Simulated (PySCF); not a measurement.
## Which basis set comes closest?

Molecule: Propanal, C₃H₆O.

Bonds (- single, = double, # triple, : aromatic): C1-C2 1.515 Å, C2-C3 1.502 Å, C3=O4 1.202 Å. C1 carries H5, H6, H7; C2 carries H8, H9; C3 carries H10.

Geometry PBE0-D3(BJ)/def2-SVP throughout; GIAO in PySCF 2.14.0 with density-fitted response routines, gas phase, one conformer, non-relativistic; equivalent atoms averaged; functional PBE0.

Reference values (measured; solution, not stated per compound (mostly CDCl3 or CCl4); Pretsch, Buehlmann, Badertscher, Structure Determination of Organic Compounds, 4th ed. (2009)): δ(C2) = 36.7 ppm, δ(C1) = 5.2 ppm, δ(H8/H9) = 2.46 ppm, δ(H5/H6/H7) = 1.13 ppm. Computed shifts are taken against TMS, calculated as an isolated molecule at each level.

How do the basis sets STO-3G, 6-31G, pcSseg-0, 6-31G*, def2-SVP, cc-pVDZ, pcSseg-1, 6-311+G(2d,p), aug-cc-pVDZ, def2-TZVP, IGLO-III, cc-pVTZ, pcSseg-2 perform against the reference? Times are CPU seconds on shared hosts with different chips, so compare them loosely.

Results:


| basis set | functions | C2 | C1 | H8/H9 | H5/H6/H7 | mean abs. error C | mean abs. error H | core-s |
| --- | --- | --- | --- | --- | --- | --- | --- | --- |
| STO-3G | 26 | 33.7 | 17.3 | 2.14 | 1.09 | 7.6 | 0.18 | 1.5 |
| 6-31G | 48 | 39.5 | 7.9 | 2.58 | 1.18 | 2.7 | 0.09 | 2.8 |
| pcSseg-0 | 48 | 42.5 | 8.4 | 2.54 | 1.29 | 4.5 | 0.12 | 4 |
| 6-31G* | 68 | 37.4 | 7.6 | 2.27 | 1.00 | 1.5 | 0.16 | 3.5 |
| def2-SVP | 86 | 37.8 | 6.6 | 2.14 | 0.85 | 1.2 | 0.30 | 4.1 |
| cc-pVDZ | 86 | 40.7 | 8.2 | 2.20 | 0.92 | 3.5 | 0.23 | 7 |
| pcSseg-1 | 98 | 41.9 | 7.0 | 2.29 | 1.02 | 3.5 | 0.14 | 11 |
| 6-311+G(2d,p) | 144 | 42.0 | 6.2 | 2.48 | 0.96 | 3.1 | 0.09 | 8 |
| aug-cc-pVDZ | 146 | 41.5 | 6.9 | 2.56 | 1.06 | 3.2 | 0.08 | 13 |
| def2-TZVP | 160 | 42.6 | 6.9 | 2.46 | 0.94 | 3.8 | 0.09 | 9.7 |
| IGLO-III | 200 | 43.5 | 6.8 | 2.50 | 0.99 | 4.2 | 0.09 | 20 |
| cc-pVTZ | 204 | 41.7 | 6.8 | 2.42 | 0.96 | 3.3 | 0.10 | 21 |
| pcSseg-2 | 228 | 43.7 | 7.1 | 2.46 | 0.98 | 4.4 | 0.07 | 12 |

For ¹³C the closest is def2-SVP (1.2 ppm) and the furthest STO-3G (7.6 ppm).

For ¹H the closest is pcSseg-2 (0.07 ppm, with aug-cc-pVDZ, 6-31G, IGLO-III, 6-311+G(2d,p), def2-TZVP practically level) and the furthest def2-SVP (0.30 ppm). Where a smaller basis beats a larger one, errors probably cancel; the largest sets show where the functional converges. One molecule is a small sample, and vibrational and solvent effects are absent from the calculation.

A small basis that lands close on one nucleus may do so by chance; judge by the trend and by all nuclei.
